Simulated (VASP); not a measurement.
The system is CsPbBr3.

```
Pb Cs Br
1.0
     5.87000    0.00000    0.00000
     0.00000    5.87000    0.00000
     0.00000    0.00000    5.87000
Pb Cs Br
1 1 3
Direct
  0.50000 0.50000 0.50000
  0.00000 0.00000 0.00000
  0.50000 0.50000 0.00000
  0.50000 0.00000 0.50000
  0.00000 0.50000 0.50000
```

Measurements of this composition are mostly on another form, of space group No. 62.

- Program: VASP 6.6.1
- Task: relaxation of cell and atoms
- Functional: PBEsol
- Dispersion: D3(BJ)
- Potentials or basis: VASP PAW PBE potentials, release 64 (Pb_d, Cs_sv, Br)
- Cutoff: 600 eV
- k mesh: 4 × 4 × 4
- Occupations: fermi-dirac, width 0.05 eV
- Spin: no spin polarisation

At the start: pressure -0.7 GPa; volume 40.45 Å³/atom.

Question: How do energy, volume and symmetry change on relaxing?

Answer: Over 3 steps the energy falls by 2.8 meV/atom and the volume is 39.21 Å³/atom (-3.1 %); space group Pm-3m (No. 221, to 0.05 Å).

Step by step:
| step | energy change (eV) | largest force (eV/Å) | pressure (GPa) | volume (Å³) |
| --- | --- | --- | --- | --- |
| 1 | 0.0000 | 0.0000 | -0.70 | 202.26 |
| 2 | -0.0137 | 0.0000 | -0.14 | 197.12 |
| 3 | -0.0142 | 0.0000 | -0.01 | 196.03 |

Final structure:
```cif
data_structure
_symmetry_space_group_name_H-M 'P 1'
_symmetry_Int_Tables_number 1
_cell_length_a 5.8090
_cell_length_b 5.8090
_cell_length_c 5.8090
_cell_angle_alpha 90.000
_cell_angle_beta 90.000
_cell_angle_gamma 90.000
_cell_volume 196.03
loop_
_atom_site_label
_atom_site_type_symbol
_atom_site_fract_x
_atom_site_fract_y
_atom_site_fract_z
_atom_site_occupancy
Pb1 Pb 0.50000 0.50000 0.50000 1
Cs1 Cs 0.00000 0.00000 0.00000 1
Br1 Br 0.50000 0.50000 0.00000 1
Br2 Br 0.50000 0.00000 0.50000 1
Br3 Br 0.00000 0.50000 0.50000 1
```

Caveat: the PAW data sets were made with another functional, which shifts forces and pressure a little.
